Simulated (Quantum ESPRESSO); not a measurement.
Input of a Quantum ESPRESSO 7.5 run:

pw.in

```
&CONTROL
  calculation = 'vc-relax'
  prefix = 'pwscf'
  outdir = './tmp'
  pseudo_dir = './pseudo'
  tprnfor = .true.
  tstress = .true.
  disk_io = 'low'
  nstep = 40
  forc_conv_thr = 0.0004
  etot_conv_thr = 1d-05
/
&SYSTEM
  ibrav = 0
  A = 3.85408551
  nat = 2
  ntyp = 2
  ecutwfc = 80
  ecutrho = 644
  nbnd = 15
  occupations = 'smearing'
  smearing = 'fd'
  degauss = 0.00367493
/
&ELECTRONS
  conv_thr = 4d-10
  electron_maxstep = 120
  mixing_beta = 0.5
/
&IONS
  ion_dynamics = 'bfgs'
/
&CELL
  cell_dynamics = 'bfgs'
  press = 50
  press_conv_thr = 0.3
/
ATOMIC_SPECIES
Ga    69.7230 Ga.pbe-dn-kjpaw_psl.1.0.0.UPF
P     30.9738 P.pbe-n-rrkjus_psl.1.0.0.UPF
CELL_PARAMETERS alat
   0.0000000000    0.7071067813    0.7071067813
   0.7071067813    0.0000000000    0.7071067813
   0.7071067813    0.7071067813    0.0000000000
ATOMIC_POSITIONS alat
Ga     0.0000000000    0.0000000000    0.0000000000
P      1.0606601720    1.0606601720    1.0606601720
K_POINTS automatic
8 8 8 0 0 0
```

Potentials or basis: SSSP 1.3 efficiency PBE.

Command:

```bash
$ OMP_NUM_THREADS=1 pw.x -in pw.in > pw.out
```

(1) What does it give for the relaxed volume?

(2) What does it give for the relaxed cell?

(3) Predict the space group after relaxing (to 0.05 Å).

(4) Predict the band gap on the k mesh.

## Answers

(1) 19.71 Å³/atom.

(2) a = 3.820 Å, b = 3.820 Å, c = 3.820 Å, α = 60.00°, β = 60.00°, γ = 60.00°.

(3) F-43m (No. 216).

(4) 1.60 eV, indirect (least direct gap 2.05 eV).
